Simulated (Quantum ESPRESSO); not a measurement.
Crystal: Ba.

```
Ba
1.0
    -2.50650    2.50650    2.50650
     2.50650   -2.50650    2.50650
     2.50650    2.50650   -2.50650
Ba
1
Cartesian
  0.0000 0.0000 0.0000
```

| Quantity | Value |
| --- | --- |
| Program | Quantum ESPRESSO 7.5 |
| Task | single point |
| Functional | PBEsol |
| Potentials or basis | GBRV 1.5 PBEsol |
| Cutoff | 612 eV |
| Density cutoff | 4898 eV |
| k mesh | 8 × 8 × 8 |
| Occupations | fermi-dirac, width 0.05 eV |
| Spin | no spin polarisation |

On this cell: pressure -0.7 GPa; band gap on the k mesh none (metal or under the smearing width).

The same run follows on a disturbed copy (cell strained at random at fixed volume):

```
Ba
1.0
    -2.47176    2.47765    2.44851
     2.56531   -2.52802    2.59244
     2.45066    2.50692   -2.49889
Ba
1
Direct
  0.99892 0.00475 0.98853
```

Task: What does the disturbed cell give?

Result: The energy (extrapolated to zero smearing) moves by +3.9 meV/atom; pressure -0.7 GPa; band gap on the k mesh none (metal or under the smearing width).

Stress tensor (GPa, compression positive):
```
-0.71  0.06 -0.40
 0.06 -0.66  0.20
-0.40  0.20 -0.73
```
